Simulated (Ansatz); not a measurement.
# MoS2 in Ansatz: further runs

One slab, MoS2, is run at these levels: LDA, r2SCAN; tasks: band structure.

Everything below comes from runs of Ansatz 0.2.0. Logs are shortened: lines on timing, memory, paths and dates and some standing lists are left out, and cuts for length are marked.

### 1 Starting point

The cell holds a slab with vacuum, 6 atoms: a = 3.185 Å, b = 3.185 Å, c = 21.671 Å, α = 90.00°, β = 90.00°, γ = 120.00°.

### 2 Band structure, LDA

Input file input.yaml:

```yaml
crystal:
  lattice:
    - [3.184541456, 0.0, 0.0]
    - [-1.592270728, 2.7578938003, 0.0]
    - [0.0, 0.0, 21.67053472]
  atoms:
    - { symbol: Mo, position: [0.3333333333, 0.6666666667, 0.85116023] }
    - { symbol: Mo, position: [0.6666666667, 0.3333333333, 0.14883977] }
    - { symbol: S, position: [0.6666666667, 0.3333333333, 0.77962539] }
    - { symbol: S, position: [0.3333333333, 0.6666666667, 0.077251] }
    - { symbol: S, position: [0.6666666667, 0.3333333333, 0.922749] }
    - { symbol: S, position: [0.3333333333, 0.6666666667, 0.22037461] }
hamiltonian:
  xc: lda
  pseudopotentials: { kind: paw }
kpoints:
  mp_grid: { grid: [10, 10, 2] }
  band_path:
    path:
      - [[0.0, 0.0, 0.0], [0.5, 0.0, 0.0], [0.3333333333, 0.3333333333, 0.0], [0.0, 0.0, 0.0], [0.0, 0.0, 0.5], [0.5, 0.0, 0.5], [0.3333333333, 0.3333333333, 0.5], [0.0, 0.0, 0.5]]
      - [[0.5, 0.0, 0.5], [0.5, 0.0, 0.0]]
      - [[0.3333333333, 0.3333333333, 0.0], [0.3333333333, 0.3333333333, 0.5]]
    npoints: 14
scf:
  occupations: { method: fermi_dirac, width: 0.05 }
  n_extra_bands: 15
output:
  forces: true
  stress: true
  eigenvalues: true
  fatbands: true
```

Potentials or basis: Ansatz PAW.

The run is started by

```console
$ ansatz run input.yaml --threads 2 --pin off --max-ram 5632MiB --backend cpu --events-out ev --progress --plain --runs-dir out
```

Output:

```text
Warning: RAYON_NUM_THREADS=2 ignored (pool sized by the plan → 2); use --threads N
scf.n_extra_bands = 15 over 26 filled bands (N_el = 52.0): the run solves 41 bands
Engine: ansatz 0.2.0, x86_64-unknown-linux-gnu
Pseudopotentials: kind: paw
Pseudopotential: Mo, paw, valence charge 14, recommended cutoff 420 eV (normal), Mo.paw.azcp
Pseudopotential: S, paw, valence charge 6, recommended cutoff 420 eV (normal), S.paw.azcp
Functional definition: SPW92
  exchange = slater_x
  correlation = pw_c
Crystal: 6 atoms, lattice volume = 190.324 Å³
Basis set: ecut = 420 eV, 3721 PW (Γ)
Bands: 41, of which v1, the nominal top of the filled ones, is band 26 counted from 1 (25 counted from 0)
Symmetry: 12 space group operations
Space group: P-3m1 (ITA 164), of the structure as read, at distance tolerance 5.8e-5 Å
k-points: 28 of 200
Non-local potential: Mo, projectors of the file, l = 0: 3, l = 1: 2, l = 2: 2, l = 3: 1
Non-local potential: S, projectors of the file, l = 0: 2, l = 1: 2, l = 2: 2
PAW form: soft (Blöchl's): semilocal exchange-correlation on the pseudo side does not see the compensation charge
PAW frozen core: Mo, regenerated for the run's functional, and the local potential with it (the file was generated under x = pbe(κ = 0.804, μ = 0.2195149727645171), c = pbe(β = 0.06672455060314922))
PAW frozen core: S, regenerated for the run's functional, and the local potential with it (the file was generated under x = pbe(κ = 0.804, μ = 0.2195149727645171), c = pbe(β = 0.06672455060314922))
PAW one-centre angular grid: Mo, 590 points (default); XC on 64 Gauss nodes
PAW one-centre angular grid: S, 110 points (default); XC on 64 Gauss nodes
Initial density: superposition of atomic densities (neutral atoms: chi_scale 0, normalization atom), corrected by the library's trained network
Initial wavefunctions: pseudopotential atomic-orbital guess
Functional: x = slater, c = lda
SCF iter   1: F=—  HF=-13169.555051 eV  |F-HF|=—  |Δ(HF+E_count)|=         —  Δρ=6.17e-3  dr2=1.01e-1  ethr=1.77e-3  ⟨swp⟩=9.1  Hψ=6595  notcnv=0  defer=42
preconditioner: auto → none  [insulator: Δε(μ)=1.307 eV  Ē_g=10.354 eV  σ=0.050 eV  W_gap=1.00  n_scr=14 (ndim 8)  ℏωp=16.1 eV  f_vac=0.413  D(μ)=0.00/eV (n_scr^D=0)  ε∞_Penn≈3.4]
SCF iter   2: F=—  HF=-13169.655545 eV  |F-HF|=—  |Δ(HF+E_count)|=   1.00e-1  Δρ=8.62e-3  dr2=1.05e0  ethr=1.94e-4  ⟨swp⟩=3.6  Hψ=2471  notcnv=0  defer=192  recentre
SCF iter   3: F=—  HF=-13169.552255 eV  |F-HF|=—  |Δ(HF+E_count)|=   1.03e-1  Δρ=4.23e-3  dr2=4.63e-2  ethr=1.94e-4  ⟨swp⟩=3.4  Hψ=1961  notcnv=0  defer=192
SCF iter   4: F=—  HF=-13169.551026 eV  |F-HF|=—  |Δ(HF+E_count)|=   1.23e-3  Δρ=2.58e-3  dr2=1.02e-2  ethr=8.91e-5  ⟨swp⟩=1.5  Hψ=1277  notcnv=0  defer=191
SCF iter   5: F=—  HF=-13169.551174 eV  |F-HF|=—  |Δ(HF+E_count)|=   1.48e-4  Δρ=8.33e-4  dr2=3.87e-4  ethr=1.96e-5  ⟨swp⟩=2.1  Hψ=1090  notcnv=0  defer=191
SCF iter   6: F=—  HF=-13169.551356 eV  |F-HF|=—  |Δ(HF+E_count)|=   1.82e-4  Δρ=1.54e-4  dr2=2.70e-5  ethr=7.44e-7  ⟨swp⟩=2.0  Hψ=1360  notcnv=0  defer=191
SCF iter   7: F=—  HF=-13169.551248 eV  |F-HF|=—  |Δ(HF+E_count)|=   1.08e-4  Δρ=5.62e-5  dr2=2.99e-6  ethr=5.20e-8  ⟨swp⟩=2.2  Hψ=1574  notcnv=0  defer=191
SCF iter   8: F=—  HF=-13169.551248 eV  |F-HF|=—  |Δ(HF+E_count)|=   2.58e-7  Δρ=9.59e-6  dr2=2.15e-7  ethr=5.75e-9  ⟨swp⟩=2.0  Hψ=1460  notcnv=0  defer=191
SCF iter   9: F=-13169.551248 eV  HF=-13169.551248 eV  |F-HF|=9.93e-10  |Δ(HF+E_count)|=   4.30e-8  Δρ=2.68e-6  dr2=6.33e-9  ethr=1.92e-10  ⟨swp⟩=15.4  Hψ=6654  notcnv=0
SCF 1 converged in 9 iterations: F = -13169.551248 eV  dr2 = 6.33e-9
NSCF: frozen V_eff on 129 k-points
SCF converged after 9 iterations
Free energy (F): -13169.551248 eV
Harris-Foulkes:  -13169.551248 eV  (|F-HF|=9.93e-10)
Internal energy: -13169.551248 eV  (E = F + TS)
E sigma→0 (E₀):  -13169.551248 eV
Entropy (-TS):   -0.000000 eV (-0.000 meV/atom)
Fermi energy:    3.932055 eV
--- Per-component energies (eV) ---
  E_band       = -689.498613
  E_kinetic    = 1312.179090
  E_local      = -24664.668624  (includes V_loc(G=0)·N_el)
  E_nonlocal   = 412.234078
  E_hartree    = 11687.932572
  E_xc         = -750.649618
  E_vxc        = -809.269201  (∫ρ·V_xc dr)
  E_paw        = -8453.303839  (= ΣΔE_a)
  E_vpaw       = -315.834958  (= ΣTr[D̂ρ^β])
  E_aug_tail   = 0.000057  (compensation charges beyond the density's cutoff)
  E_ewald      = 7285.166613
  E_core_change = 1.558423  (= ΣΔE_core)
  E_smearing   = -0.000000  (= −TS)
  E_closure    = -0.000000  (closes the sum)
  Σ components = -13169.551248   (vs F -13169.551248, Δ=0.00e0)
--- Forces (eV/Å), atoms counted from 1 ---
  atom   1  Mo    -0.00000000    -0.00000000     0.00840562
  atom   2  Mo     0.00000000     0.00000000    -0.00840562
  atom   3  S     -0.00000000    -0.00000000     0.37921396
  atom   4  S      0.00000000     0.00000000     0.29927618
  atom   5  S      0.00000000    -0.00000000    -0.29927618
  atom   6  S      0.00000000     0.00000000    -0.37921396
  max |Σ_I F_I| component: 6.94e-18 eV/Å
--- Stress (GPa, compression-positive) ---
       -3.826848       0.000000       0.000000
       -0.000000      -3.826848       0.000000
        0.000000       0.000000      -2.255538
  P = ⅓ Tr σ = -3.3031 GPa (-33.031 kbar)
--- Band table (eV; the first three rows and the last of 28) ---
  k-point 0: bands = ["-57.7881", "-57.7881", "-31.9949", "-31.9949", "-31.7795", "-31.7795", "-31.7795", "-31.7795", "-11.1756", "-11.1031", "-9.8383", "-9.7143", "-2.9020", "-2.5485", "0.2493", "0.2493", "0.2522", "0.2522", "0.7603", "1.3718", "1.3718", "1.3827", "1.3827", "1.5981", "2.7939", "3.3097", "5.6775", "5.6775", "5.6849", "5.6849", "5.9517", "5.9517", "5.9958", "5.9958", "8.4822", "8.7164", "9.0084", "9.1955", "10.4178", "11.6115", "11.7214"]
  k-point 1: bands = ["-57.7881", "-57.7881", "-31.9949", "-31.9949", "-31.7795", "-31.7795", "-31.7795", "-31.7795", "-11.1756", "-11.1031", "-9.8383", "-9.7143", "-2.9020", "-2.5485", "0.2493", "0.2493", "0.2522", "0.2522", "0.7603", "1.3718", "1.3718", "1.3827", "1.3827", "1.5981", "2.7940", "3.3097", "5.6775", "5.6775", "5.6849", "5.6849", "5.9517", "5.9517", "5.9958", "5.9958", "8.5120", "8.6520", "9.0760", "9.1645", "10.4326", "11.5100", "11.7213"]
  k-point 2: bands = ["-57.7845", "-57.7845", "-31.9877", "-31.9876", "-31.8164", "-31.8164", "-31.7879", "-31.7879", "-11.0272", "-10.9554", "-9.7764", "-9.6581", "-2.7366", "-2.3852", "-0.0688", "-0.0625", "0.3009", "0.4035", "0.4085", "0.6906", "1.1428", "1.1556", "1.6462", "2.0295", "2.7503", "3.1407", "5.4904", "5.5159", "5.5688", "5.6804", "5.7764", "5.8318", "5.9299", "5.9490", "8.7432", "9.0210", "9.6211", "9.7696", "10.6233", "11.7032", "12.3392"]
  k-point 27: bands = ["-57.7462", "-57.7462", "-32.0789", "-32.0789", "-31.9953", "-31.9953", "-31.9107", "-31.9107", "-9.0345", "-9.0204", "-8.9183", "-8.9054", "-2.4649", "-2.4205", "-1.9555", "-1.9053", "-0.9213", "-0.8978", "-0.5912", "-0.4977", "-0.0917", "0.0484", "0.9094", "1.0192", "2.7343", "2.7836", "4.6708", "4.6932", "5.8175", "6.1720", "6.2744", "6.3758", "7.6238", "7.7700", "9.7956", "10.1488", "10.5997", "10.9447", "12.1379", "12.2358", "13.3106"]
```

It took 28 s on 2 threads of Intel Xeon Platinum 8259CL at 2.50GHz (Skylake/Cascade Lake), shared host; peak memory 0.75 GiB.

Results:

| Property | Result |
| --- | --- |
| Free energy | -13169.5512 eV |
| Largest force | 0.379 eV/Å |
| Band gap on the k mesh | 1.36 eV, indirect (least direct gap 1.89 eV) |
| Band gap along the path | 1.23 eV, indirect (least direct gap 1.63 eV) |

Forces on the atoms (eV/Å):
```
Mo   0.000  0.000  0.008
Mo   0.000  0.000 -0.008
S    0.000  0.000  0.379
S    0.000  0.000  0.299
S    0.000  0.000 -0.299
S    0.000  0.000 -0.379
```

Stress tensor (GPa, compression positive):
```
-3.83  0.00  0.00
 0.00 -3.83  0.00
 0.00  0.00 -2.26
```

Levels at the corners of the path, in eV from the valence-band top:
| point | band 22 | band 23 | band 24 | band 25 | band 26 | band 27 | band 28 | band 29 | band 30 | band 31 |
| --- | --- | --- | --- | --- | --- | --- | --- | --- | --- | --- |
| Γ | -1.93 | -1.93 | -1.71 | -0.52 | 0.00 | 2.37 | 2.37 | 2.38 | 2.38 | 2.64 |
| M | -2.16 | -1.40 | -1.35 | -1.03 | -1.00 | 1.82 | 1.83 | 2.30 | 2.39 | 3.28 |
| K | -3.25 | -2.45 | -2.45 | -0.46 | -0.41 | 1.23 | 1.23 | 2.47 | 2.85 | 3.16 |
| Γ | -1.93 | -1.93 | -1.71 | -0.52 | 0.00 | 2.37 | 2.37 | 2.38 | 2.38 | 2.64 |
| A | -1.93 | -1.93 | -1.71 | -0.52 | 0.00 | 2.37 | 2.37 | 2.38 | 2.38 | 2.64 |
| L | -2.16 | -1.40 | -1.35 | -1.03 | -1.00 | 1.82 | 1.83 | 2.30 | 2.39 | 3.28 |
| H | -3.25 | -2.45 | -2.45 | -0.46 | -0.41 | 1.23 | 1.23 | 2.47 | 2.85 | 3.16 |
| A | -1.93 | -1.93 | -1.71 | -0.52 | 0.00 | 2.37 | 2.37 | 2.38 | 2.38 | 2.64 |
| L | -2.16 | -1.40 | -1.35 | -1.03 | -1.00 | 1.82 | 1.83 | 2.30 | 2.39 | 3.28 |
| M | -2.16 | -1.40 | -1.35 | -1.03 | -1.00 | 1.82 | 1.83 | 2.30 | 2.39 | 3.28 |
| K | -3.25 | -2.45 | -2.45 | -0.46 | -0.41 | 1.23 | 1.23 | 2.47 | 2.85 | 3.16 |
| H | -3.25 | -2.45 | -2.45 | -0.46 | -0.41 | 1.23 | 1.23 | 2.47 | 2.85 | 3.16 |

Caveat: the k mesh misses the band edges, so the gap on the mesh is wider than the one along the path; the PAW data sets come from PBE, with cores solved anew for the run's functional, which leaves a small shift of forces and pressure.

### 3 Band structure, r2SCAN

Changes to input.yaml since step 2:

```diff
@@ -13,3 +13,3 @@
 hamiltonian:
-  xc: lda
+  xc: r2scan
   pseudopotentials: { kind: paw }
@@ -30,2 +30,2 @@
   eigenvalues: true
-  fatbands: true
+  fatbands: false
```

Potentials or basis: Ansatz PAW.

The run is started by

```console
$ ansatz run input.yaml --threads 2 --pin off --max-ram 5632MiB --backend cpu --events-out ev --progress --plain --runs-dir out
```

It took 33 s on 2 threads of Intel Xeon Platinum 8259CL at 2.50GHz (Skylake/Cascade Lake), shared host; peak memory 1.1 GiB.

Results (log left out):

| Item | Value |
| --- | --- |
| Free energy | -13564.2829 eV |
| Largest force | 0.034 eV/Å |
| Band gap on the k mesh | 1.46 eV, indirect (least direct gap 2.00 eV) |
| Band gap along the path | 1.33 eV, indirect (least direct gap 1.74 eV) |

Forces in eV/Å, atoms in the order of the input:
```
Mo   0.000  0.000  0.005
Mo   0.000  0.000 -0.005
S    0.000  0.000 -0.034
S    0.000  0.000 -0.022
S    0.000  0.000  0.022
S    0.000  0.000  0.034
```

Stress tensor (GPa, compression positive):
```
0.03 0.00 0.00
0.00 0.03 0.00
0.00 0.00 0.19
```

Levels at the corners of the path, in eV from the valence-band top:
```
point  band 22  band 23  band 24  band 25  band 26  band 27  band 28  band 29  band 30  band 31
    Γ    -2.06    -2.06    -1.84    -0.49     0.00     2.54     2.54     2.54     2.54     2.78
    M    -2.34    -1.55    -1.50    -1.06    -1.03     1.96     1.97     2.45     2.54     3.64
    K    -3.41    -2.64    -2.64    -0.46    -0.41     1.33     1.33     2.72     3.08     3.36
    Γ    -2.06    -2.06    -1.84    -0.49     0.00     2.54     2.54     2.54     2.54     2.78
    A    -2.06    -2.06    -1.84    -0.49     0.00     2.54     2.54     2.54     2.54     2.78
    L    -2.34    -1.55    -1.50    -1.06    -1.03     1.96     1.97     2.45     2.54     3.64
    H    -3.41    -2.64    -2.64    -0.46    -0.41     1.33     1.33     2.72     3.08     3.36
    A    -2.06    -2.06    -1.84    -0.49     0.00     2.54     2.54     2.54     2.54     2.78
    L    -2.34    -1.55    -1.50    -1.06    -1.03     1.96     1.97     2.45     2.54     3.64
    M    -2.34    -1.55    -1.50    -1.06    -1.03     1.96     1.97     2.45     2.54     3.64
    K    -3.41    -2.64    -2.64    -0.46    -0.41     1.33     1.33     2.72     3.08     3.36
    H    -3.41    -2.64    -2.64    -0.46    -0.41     1.33     1.33     2.72     3.08     3.36
```

Caveat: the k mesh misses the band edges, so the gap on the mesh is wider than the one along the path; the PAW data sets come from PBE, with cores solved anew for the run's functional, which leaves a small shift of forces and pressure.
